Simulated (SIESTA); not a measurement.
The system is Au.

```
CELL_PARAMETERS angstrom
0.00000 2.03500 2.03500
2.03500 0.00000 2.03500
2.03500 2.03500 0.00000
ATOMIC_POSITIONS crystal
Au 0.00000 0.00000 0.00000
```

Base run:

```yaml
Program: SIESTA 5.4.2
Functional: LDA
Potentials_or_basis: PseudoDojo 0.4 standard (LDA files)
Basis: DZP (energy shift 0.003 Ry; two zetas on semicore shells)
Grid_cutoff: 800 Ry
Energy_shift: 0.003 Ry
k_mesh: 11 × 11 × 11
Occupations: fermi-dirac, width 0.05 eV
Spin: no spin polarisation
```

Its results: band gap on the k mesh none (metal or under the smearing width); pressure -1.6 GPa.

Question: The run is repeated on the same cell with these changes: functional from LDA to PBEsol; potentials or basis from PseudoDojo 0.4 standard (LDA files) to PseudoDojo 0.4 standard (PBEsol files). What comes out?

Answer: Band gap on the k mesh none (metal or under the smearing width); pressure 3.2 GPa.

Caveats: short orbitals over semicore shells can move pressures by several GPa; spin-orbit coupling is left out, which moves the levels of the heavy elements; the basis of atomic orbitals isn't converged, which shifts pressures, moduli and gaps.
